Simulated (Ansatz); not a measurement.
CuO (Tenorite): relaxation of cell and atoms with PBEsol

CuO (Tenorite):

```
CELL_PARAMETERS angstrom
2.34465 -1.71340 0.00000
2.34465 1.71340 0.00000
-0.86055 0.00000 5.05944
ATOMIC_POSITIONS crystal
Cu 0.49680 0.00320 0.50000
Cu 0.00320 0.49680 0.00000
O 0.40560 0.57140 0.75370
O 0.57140 0.40560 0.25370
```

```json
{
 "Program": "Ansatz 0.2.0",
 "Task": "relaxation of cell and atoms",
 "Functional": "PBEsol",
 "Potentials or basis": "all-electron LAPW, scalar-relativistic",
 "Basis error allowed": "0.002 eV/atom",
 "k mesh": "10 × 10 × 5",
 "Occupations": "fermi-dirac, width 0.05 eV",
 "Spin": "no spin polarisation",
 "Target pressure": "20 GPa"
}
```

The relaxed volume is 8.78 Å³/atom, the relaxed cell is a = 2.806 Å, b = 2.806 Å, c = 4.987 Å, α = 101.72°, β = 101.72°, γ = 67.26° and the space group after relaxing (to 0.05 Å) is C2/c (No. 15). The energy change on relaxing (the enthalpy is what falls) is +65.9 meV/atom, the ionic steps are 10 and the pressure after relaxing is 20.0 GPa.

The path:
| step | energy change (eV) | largest force (eV/Å) | volume (Å³) |
| --- | --- | --- | --- |
| 1 | 0.0000 | 0.7567 | 40.65 |
| 2 | 0.0773 | 0.6142 | 37.36 |
| 3 | 0.2595 | 0.2165 | 35.24 |
| 4 | 0.2722 | 0.0565 | 35.10 |
| 5 | 0.2587 | 0.0065 | 35.18 |
| 6 | 0.2646 | 0.0102 | 35.13 |
| 7 | 0.2621 | 0.0007 | 35.15 |
| 8 | 0.2615 | 0.0007 | 35.15 |
| 9 | 0.2635 | 0.0002 | 35.13 |
| 10 | 0.2635 | 0.0002 | 35.13 |

Final structure:
```cif
data_structure
_symmetry_space_group_name_H-M 'P 1'
_symmetry_Int_Tables_number 1
_cell_length_a 2.8063
_cell_length_b 2.8063
_cell_length_c 4.9874
_cell_angle_alpha 101.721
_cell_angle_beta 101.721
_cell_angle_gamma 67.259
_cell_volume 35.13
loop_
_atom_site_label
_atom_site_type_symbol
_atom_site_fract_x
_atom_site_fract_y
_atom_site_fract_z
_atom_site_occupancy
Cu1 Cu 0.49425 0.99425 0.50185 1
Cu2 Cu 0.99425 0.49425 0.00185 1
O1 O 0.36897 0.61953 0.75185 1
O2 O 0.61953 0.36897 0.25185 1
```

Wall time 3.7 min on 2 threads of Intel(R) Xeon(R) 6975P-C (Granite Rapids), on a shared host, peak memory 0.82 GiB.

Caveat: the run has no spin polarisation, though such a crystal can be magnetic.
